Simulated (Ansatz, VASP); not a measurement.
P in VASP and in Ansatz

```
CELL_PARAMETERS angstrom
-2.33638 2.33638 2.33638
2.33638 -2.33638 2.33638
2.33638 2.33638 -2.33638
ATOMIC_POSITIONS crystal
P 0.50000 0.00000 0.50000
P 0.00000 0.50000 0.50000
P 0.50000 0.50000 0.00000
```

Alike in both runs: functional PBE; k mesh 14 × 14 × 14; occupations gaussian, width 0.1 eV; no spin polarisation.

Ansatz relaxed the structure, and its values are those at the end. VASP's run is a single point on that final structure, the one shown.

|  | VASP | Ansatz |
| --- | --- | --- |
| version | VASP 6.6.1 | Ansatz 0.2.0 |
| potentials or method | VASP PAW PBE potentials, release 64 (P) | scalar-relativistic, plane waves, PAW |
| plane-wave cutoff (eV) | 520 | 420 |
| valence electrons in the cell | 15 | 15 |

|  | VASP | Ansatz | Ansatz less VASP |
| --- | --- | --- | --- |
| gap on the k mesh at the Fermi level (eV) | none | none | - |
| pressure (GPa) | -0.2 | 0.0 | +0.23 |

A gap of «none» marks a metal or a gap that the smearing closes. The functional is the same, so the differences come from potentials, cutoffs and numerics.
